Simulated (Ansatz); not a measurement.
# SnO2 and its competing phases

These are results of Ansatz 0.2.0, DFT PBE, scalar-relativistic, plane waves, PAW, not measurements. All cells share a 420 eV cutoff and Γ-centred k meshes spaced at most about 0.3 Å⁻¹ (2π included). No spin polarisation.

The zero of energy is the elements' standard structures at the same level (O₂ as a molecule); no fitted shifts are applied. The references include grey tin.

Temperature and zero-point effects are left out.

The competitors are the elements and 3 reference phases of this chemical system (from databases or known types: Sn3O4, SnO, SnO2), relaxed at the same level; other known phases may be missing.

The candidate was reached from: 4-connected net, bridging atoms on its edges, bridges bent.

```
Sn O
1.0
    -5.06910    5.06910    5.06910
     5.06910   -5.06910    5.06910
     5.06910    5.06910   -5.06910
Sn O
6 12
Cartesian
  0.0000 5.0691 2.5346
  5.0691 0.0000 2.5346
  2.5346 5.0691 0.0000
  0.0000 2.5346 5.0691
  2.5346 0.0000 5.0691
  5.0691 2.5346 0.0000
  1.4323 5.8406 1.4323
  0.7715 3.6368 3.6368
  -1.4323 4.2976 1.4323
  4.2976 1.4323 -1.4323
  1.4323 4.2976 -1.4323
  4.2976 -1.4323 1.4323
  3.6368 0.7715 3.6368
  5.8406 1.4323 1.4323
  -1.4323 1.4323 4.2976
  3.6368 3.6368 0.7715
  1.4323 1.4323 5.8406
  1.4323 -1.4323 4.2976
```

Problem. Where does it stand against these competitors?

Solution. Not the lowest form: another structure of the same formula lies lower. Its formation energy is -1.269 eV/atom. The lowest competing phase at this composition is this:

```csv
phase,space group,source,share of atoms,ΔE_f (eV/atom)
SnO2,P4_2/mnm (No. 136),Materials Project,1.0000,-1.612
```

The candidate lies 0.34 eV/atom above this phase. The candidate matches no cell in the subsets of the Crystallography Open Database and the Materials Project at hand. The margin is far too high for a likely synthesis.
